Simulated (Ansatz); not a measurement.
Level of theory: DFT PBE, scalar-relativistic, plane waves, PAW in Ansatz. All cells share a 420 eV cutoff and Γ-centred k meshes spaced at most about 0.3 Å⁻¹ (about 0.25 or finer for metals, 2π included). No spin polarisation.

Temperature and zero-point effects are left out. Both are relaxed sheets, periodic along a and b.

Two forms of Mg were relaxed alike.

A.

```
Mg
1.0
     3.05584    0.00000    0.00000
    -1.52792    2.64643    0.00000
     0.00000    0.00000   23.80000
Mg
1
Direct
  0.00000 0.00000 0.29412
```

B.

```
Mg
1.0
     6.02005    0.00000    0.00000
    -3.01003    5.21352    0.00000
     0.00000    0.00000   23.80000
Mg
3
Direct
  0.50000 0.00000 0.29412
  0.00000 0.50000 0.29412
  0.50000 0.50000 0.29412
```

Question: Which form is favoured at zero pressure, and by what margin per atom?

Answer: A is lower, by 0.34 eV/atom. A has layer group p6/mmm (No. 80), 8.1 Å²/atom and no gap on its mesh; B has layer group p6/mmm (No. 80), 10.5 Å²/atom and no gap. Counting all near atoms (those within 1.25 times the shortest distance at each site), A has Mg 6 and B has Mg 4. Both come from invented guesses. The lowest form computed isn't among them: it has layer group p-3m1 (No. 72), 4.2 Å²/atom and lies 286 meV/atom below the best shown.

Cells relaxed within their symmetry can be saddle points. Some structure types and database cells were kept out of the candidates from the start, so a known form may be missing.
